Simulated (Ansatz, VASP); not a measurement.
**One calculation of AgCl, two programs**

```
Ag Cl
1.0
     1.99357    1.15099    3.21738
    -1.99357    1.15099    3.21738
     0.00000   -2.30198    3.21738
Ag Cl
1 1
Cartesian
  0.0000 0.0000 9.6521
  0.0000 0.0000 4.8261
```

Alike in both runs: functional PBE; k mesh 6 × 6 × 6; occupations gaussian, width 0.1 eV; no spin polarisation.

Ansatz relaxed the structure, and its values are those at the end. VASP's run is a single point on that final structure, the one shown.

```csv
,VASP,Ansatz
version,VASP 6.6.1,Ansatz 0.2.0
potentials or method,"VASP PAW PBE potentials, release 64 (Ag, Cl)","scalar-relativistic, plane waves, PAW"
plane-wave cutoff (eV),520,420
valence electrons in the cell,18,26
```

Ansatz gave:

* gap on the k mesh at the Fermi level (eV): 0.92
* least direct gap on the mesh (eV): 3.05
* pressure (GPa): -0.1

Problem. What did VASP give for the same quantities?

Solution. gap on the k mesh at the Fermi level (eV): 0.91; least direct gap on the mesh (eV): 3.06; pressure (GPa): -0.2.

The two sets of potentials don't hold the same shells in valence.

A k mesh can miss the band edges.
